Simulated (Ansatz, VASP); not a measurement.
**CdF2 in VASP and in Ansatz**

```
Cd F
1.0
     3.65326    0.00000    0.00000
    -1.82663    3.16382    0.00000
     0.00000    0.00000    7.17601
Cd F
2 4
Cartesian
  1.8266 1.0546 4.7662
  0.0000 2.1092 1.1782
  0.0000 0.0000 5.5733
  0.0000 2.1092 3.7701
  1.8266 1.0546 0.1821
  0.0000 0.0000 1.9853
```

Alike in both runs: functional PBE; dispersion D3(BJ); k mesh 6 × 6 × 4; occupations gaussian, width 0.1 eV; no spin polarisation.

Ansatz relaxed the structure, and its values are those at the end. VASP's run is a single point on that final structure, the one shown.

|  | VASP | Ansatz |
| --- | --- | --- |
| version | VASP 6.6.1 | Ansatz 0.2.0 |
| potentials or method | VASP PAW PBE potentials, release 64 (Cd, F) | scalar-relativistic, plane waves, PAW |
| plane-wave cutoff (eV) | 520 | 420 |
| valence electrons in the cell | 52 | 68 |

```csv
,VASP,Ansatz,Ansatz less VASP
gap on the k mesh at the Fermi level (eV),2.82,2.85,+0.031
least direct gap on the mesh (eV),2.94,2.97,+0.031
pressure (GPa),0.7,0.0,-0.68
rms of the force components (eV/Å),0.024,0.007,-0.0165
```

The two sets of potentials don't hold the same shells in valence.

A k mesh can miss the band edges.
